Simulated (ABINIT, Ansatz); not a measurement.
An input for ABINIT 10.8.3 (RbBr (Fm-3m)):

```
acell 3*1.0 Angstrom
rprim 
  0.000000000000 3.427000000000 3.427000000000
  3.427000000000 0.000000000000 3.427000000000
  3.427000000000 3.427000000000 -0.000000000000
ntypat 2
znucl 37 35
natom 2
typat 1 2
xred 
  0.000000000000 0.000000000000 0.000000000000
  0.500000000000 0.500000000000 0.500000000000
pp_dirpath "pseudos"
pseudos "Rb.upf, Br.upf"
ecut 19
ngkpt 4 4 4
nshiftk 1
shiftk 0 0 0
kptopt 1
chksymbreak 0
istwfk *1
occopt 1
irdwfk 1
optdriver 3
nband 604
ecuteps 10.4
inclvkb 2
awtr 1
symchi 1
gwcalctyp 2
nfreqre 16
freqremax 40 eV
nfreqim 8
spmeth 1
nomegasf 120
indata_prefix "in"
outdata_prefix "out"
tmpdata_prefix "tmp"
```

The database entry behind the starting cell differs from later determinations by our own check (about 0.5 % short), so it need not match the best structure at ambient conditions.

```sh
OMP_NUM_THREADS=1 mpirun -n 4 abinit run.abi > log
```

Q: How long will it take on 4 MPI ranks of Arm Neoverse V1, shared host, and how much memory?

It took 35 min; on shared hardware allow 18 min to 70 min. Peak host memory was 6.3 GiB.

[Paths, hosts, dates, memory and timing lines, banners, echoed tables and standing remarks are left out of the program output.]

[Logs are printed without paths, hosts, clocks, repeated set-up lines and the standing remarks that a program may print on its own settings, such as how far it seeks lower states.]

[Runs of the session that timed out or met a known fault of the program may be left out.]

[Hosts, paths, dates, database ids (printed as entryN), source tags and the programs' standing remarks are cut or masked in the printed files.]

[G0W0 gaps are taken among the corrected bands and points alone; a level outside them can change the order at an edge.]

[Where Ansatz stands beside ABINIT at settings called matched, ABINIT's density can come from a denser mesh and the files from another edition; pairs whose starting gaps differed by over 0.03 eV were left out, so agreement reads better than it is.]
